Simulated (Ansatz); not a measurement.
**MnO: reading a single point**

```xyz
2
Lattice="0.0018 2.2849 2.2852 2.2858 0.0000 2.2869 2.2847 2.2855 0.0012" Properties=species:S:1:pos:R:3 pbc="T T T"
Mn    2.3046    4.5035    2.3209
O     2.2908    2.4395    2.1629
```

Level: r2SCAN, spin-orbit coupling; 500 eV; 7×7×7 Γ-centred mesh; fermi-dirac occupations (width 0.1 eV); Ansatz 0.2.0, fixed geometry.

Magnetic state (reached from a saved solution, and it need not be the lowest): Mn1 along (0.71, 0.71, 0.00), O2 along (0.71, 0.71, 0.00).

Task: Metal or insulator?

Result: It is a semimetal on this mesh, with about 0.034 states/eV a cell as the mean within 0.25 eV of the Fermi level, mostly Mn d (51 %) and O p (47 %).

Task: Where is the largest force?

Result: The largest is on Mn1 (and as large on other atoms): 0.54 eV/Å, components (-0.01, 0.49, -0.23). It makes 150° with the line to a nearest neighbour, O2 at 2.07 Å, pointing away from it.

Task: How large are the moments?

Result: Mn1 4.64, O2 0.36 μB of spin moment in Bader basins; net size 5.00 μB a cell.

Task: Is the cell too large or too small?

Result: The pressure is -7.3 GPa (compression positive), so with the atoms held at these fractions the cell would first shrink. The principal stresses -10.7, -7.5, -3.6 GPa differ, so its shape would change too.

Task: Give the Bader charges.

Result: Bader charges in e: Mn +1.45, O -1.45. In the mean Mn gives up most and O takes most.

Origin: a strained cell with displaced atoms, so it need not be a known compound. Caveats: semilocal functionals often miss the gap of such magnets; the k mesh is coarse if the cell is a metal.
